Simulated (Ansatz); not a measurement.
Abridged Ansatz (a quantum-chemistry and plane-wave program) output:

```
Relaxation: its limit of steps is 60 (relax.max_steps)
Pseudopotential: La, paw, valence charge 11
Pseudopotential: Al, paw, valence charge 3
Pseudopotential: O, paw, valence charge 6
Crystal: 10 atoms, lattice volume = 104.650 Å³
Basis set: ecut = 500 eV, 2685 PW (Γ), exchange–correlation on 160×160×160 points (64 copies of the dense FFT grid, shifted against one another)
Bands: 42, of which v1, the nominal top of the filled ones, is band 32 counted from 1 (31 counted from 0)
Symmetry: 12 space group operations
k-points: 65 of 512
Functional: x = r2scan, c = r2scan; τ floored in thin density (d = 2e-4 eV/Å³)
SCF iter   1: F=—  HF=-17041.616519 eV  |F-HF|=—  |Δ(HF+E_count)|=         —  Δρ=1.32e-2  dr2=2.36e-1  dr2_τ=5.90e-1  ethr=1.77e-3  ⟨swp⟩=4.7  Hψ=10889  notcnv=0
SCF iter   2: F=—  HF=-17042.133770 eV  |F-HF|=—  |Δ(HF+E_count)|=   5.17e-1  Δρ=6.57e-3  dr2=4.01e-2  dr2_τ=4.00e-3  ethr=3.69e-4  ⟨swp⟩=2.9  Hψ=5718  notcnv=0  defer=322
SCF 1 converged in 8 iterations: F = -17042.126077 eV  dr2 = 7.97e-9
relax step   1: F+E_penalty+E_count = -17042.12607711 eV  Δ(F+E_penalty+E_count) = +0.000e0 eV  max|allowed force component| = 1.255e-4 eV/Å  Δτ_max = 0.0000 Å  P = +9.016 GPa  Ω = 104.650 Å³  (8 SCF iters, dr2 threshold 1.00e-7 eV, accepted)
[... steps on the carried basis left out ...]
relax step   9: F+E_penalty+E_count = -17041.82376439 eV  Δ(F+E_penalty+E_count) = -3.689e-6 eV  max|allowed force component| = 1.423e-4 eV/Å  Δτ_max = 0.0000 Å  P = +18.000 GPa  Ω = 101.030 Å³  stress off target by 4.63e-4 GPa  SCF on the basis re-selected at this cell (its energy is not comparable with the rows above)  (3 SCF iters)
SCF converged after 3 iterations
Free energy (F): -17041.823764 eV
Internal energy: -17041.823764 eV  (E = F + TS)
E sigma→0 (E₀):  -17041.823764 eV
Fermi energy:    14.485926 eV
--- Forces (eV/Å), atoms counted from 1 ---
  atom   1  La     0.00000000     0.00000000    -0.00000000
  atom   2  La     0.00000000     0.00000000     0.00000000
[...]
  atom   7  O     -0.00007117    -0.00012327     0.00000000
  atom   8  O     -0.00014234    -0.00000000     0.00000000
  atom   9  O      0.00007117    -0.00012327     0.00000000
  atom  10  O      0.00007117     0.00012327    -0.00000000
--- Stress (GPa, compression-positive) ---
       18.000463      -0.000000       0.000000
       -0.000000      18.000463      -0.000000
        0.000000      -0.000000      18.000051
  P = ⅓ Tr σ = 18.0003 GPa (180.003 kbar)
--- Relaxed structure (7 steps of the walk, 7 accepted, 2 SCFs on fresh bases) ---
  cell:  # Å, volume = 101.0298 Å³
    - [2.614310003130932, 1.5093725841322974, 4.267215437711489]
    - [-2.614310003130932, 1.5093725841322974, 4.267215437711489]
    - [1.5174574666420065e-33, -3.0187451680260278, 4.2672154377958735]
  atoms:
    - { symbol: La, position: [0.25000000000000006, 0.25000000000000006, 0.25000000000000006] }
    - { symbol: La, position: [0.75, 0.75, 0.75] }
    - { symbol: Al, position: [-1.1612969369645183e-19, 1.2559122858143495e-19, -9.461534884210349e-21] }
    - { symbol: Al, position: [0.5000000000000001, 0.5000000000000001, 0.5000000000000001] }
    - { symbol: O, position: [0.7601550596708665, 0.7398449403291337, 0.25000000000000006] }
    - { symbol: O, position: [0.25000000000000006, 0.7601550596708664, 0.7398449403291336] }
    - { symbol: O, position: [0.7398449403291338, 0.2500000000000001, 0.7601550596708665] }
    - { symbol: O, position: [0.23984494032913367, 0.26015505967086644, 0.7500000000000001] }
    - { symbol: O, position: [0.7500000000000002, 0.2398449403291339, 0.2601550596708665] }
    - { symbol: O, position: [0.26015505967086633, 0.75, 0.23984494032913353] }
```

**Question.** What was computed, and what are the main results?

**Answer.** LaAlO3, 10 atoms in the cell, with r2SCAN in Ansatz (plane waves to 500 eV, PAW, no spin-orbit coupling), from a series relaxed to a target (pressure 18 GPa). The last SCF converged to F = -17041.823764 eV, or -1704.1824 eV per atom, at a pressure of 18.00 GPa. The total energy compares only with runs of the same code, potentials and settings.

Load acts through the strain it causes; cell and atoms are relaxed under it. No phonon test of stability was made. Competing high-pressure phases were not computed. The cell was made from LaAlO$_{3}$ (space group R-3c, No. 167) by this change: pressure 18 GPa.

Keys are those of Ansatz 0.2.
